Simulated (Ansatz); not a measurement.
## CuAu: reading a single point

```xyz
4
Lattice="3.9312 -0.0190 -0.0674 -0.0190 3.9562 -0.0849 -0.0625 -0.0787 3.7732" Properties=species:S:1:pos:R:3 pbc="T T T"
Cu    0.1026    1.6390    1.4956
Cu    1.9284    0.0511    1.7366
Au    2.0157    1.7319   -0.0718
Au    0.0592    3.8456    0.1819
```

The numbers come from plane-wave PAW DFT (Ansatz): m-r2SCAN, with U = 2.85 eV and J = 0.45 eV on Cu d (all-electron-ortho-atomic projectors), no spin polarisation, 500 eV, 5×5×5 (shifted by 0, 0, 0.5 steps) k points, gaussian occupations (width 0.0749 eV). Nothing was relaxed.

Q: Is the cell too large or too small?

A: The pressure is 22.1 GPa (compression positive), so with the atoms held at these fractions the cell would first expand; the forces are large, so a full relaxation may end otherwise. The principal stresses 10.0, 18.7, 37.6 GPa differ, so its shape would change too.

Q: How is the charge shared?

A: Bader charges in e: Cu +0.30, Au -0.30. In the mean Cu gives up most and Au takes most.

Q: Describe some of the short contacts.

A: Cu–Au at 2.14 Å: least valence density 0.82 e/Å³ and ELF 0.22 there. Cu–Cu at 2.43 Å: least valence density 0.33 e/Å³ and ELF 0.20 there. Au–Au at 2.70 Å: least valence density 0.42 e/Å³ and ELF 0.25 there. These are pseudo-fields; inside the PAW spheres they differ from the all-electron ones.

Q: Is there a gap?

A: It is a metal, with about 0.76 states/eV a cell as the mean within 0.25 eV of the Fermi level.

Q: Where is the largest force?

A: The largest is on Au4: 7.32 eV/Å, components (-1.28, -5.23, -4.96). It makes 167° with the line to a nearest neighbour, Cu1 at 2.14 Å, pointing away from it.

Origin: a strained cell with displaced atoms, so it need not be a known compound. Caveats: the k mesh is coarse if the cell is a metal; a Hubbard term without moments, so a magnetic state may lie lower; atoms or cell far from equilibrium; m-r2SCAN is r2SCAN with a changed spin dependence that lowers moments.
